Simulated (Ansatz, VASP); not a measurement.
# Pd: VASP beside Ansatz

INCAR

```
SYSTEM = Pd
PREC = Accurate
ENCUT = 520
EDIFF = 1E-6
ISMEAR = 0
SIGMA = 0.023
LREAL = .FALSE.
LASPH = .TRUE.
NELM = 60
ALGO = Fast
ISIF = 2
LWAVE = .FALSE.
LCHARG = .FALSE.
GGA = PE
NBANDS = 11
```

Contents of KPOINTS:

```
Automatic mesh
0
G
  12 12 12
  0 0 0
```

POSCAR

```
Pd
1.0
    0.0000000000      1.9465000000      1.9465000000
    1.9465000000      0.0000000000      1.9465000000
    1.9465000000      1.9465000000      0.0000000000
Pd
1
Direct
    0.0000000000      0.0000000000      0.0000000000
```

File input.yaml:

```yaml
crystal:
  lattice:
    - [0.0, 1.9465, 1.9465]
    - [1.9465, 0.0, 1.9465]
    - [1.9465, 1.9465, 0.0]
  atoms:
    - { symbol: Pd, position: [0.0, 0.0, 0.0] }
kpoints:
  mp_grid: { grid: [12, 12, 12] }
scf:
  occupations: { method: gaussian, width: 0.023 }
hamiltonian:
  xc: pbe
  pseudopotentials: { kind: all_electron, lapw: { basis_error: 0.001 } }
output:
  forces: true
  stress: true
  eigenvalues: true
```

Alike in both runs: task single point; functional PBE; k mesh 12 × 12 × 12; occupations gaussian, width 0.023 eV; no spin polarisation.

```csv
,VASP,Ansatz
version,VASP 6.6.1,Ansatz 0.2.0
potentials or method,"VASP PAW PBE potentials, release 64 (Pd)","all-electron LAPW, scalar-relativistic"
plane-wave cutoff (eV),520,see its input
```

|  | VASP | Ansatz | Ansatz less VASP |
| --- | --- | --- | --- |
| gap on the k mesh at the Fermi level (eV) | none | none | - |
| pressure (GPa) | 6.7 | 6.8 | +0.13 |

A gap of «none» marks a metal or a gap that the smearing closes. Ansatz ran all-electron here, so the differences hold the error of VASP's frozen core and of both bases.
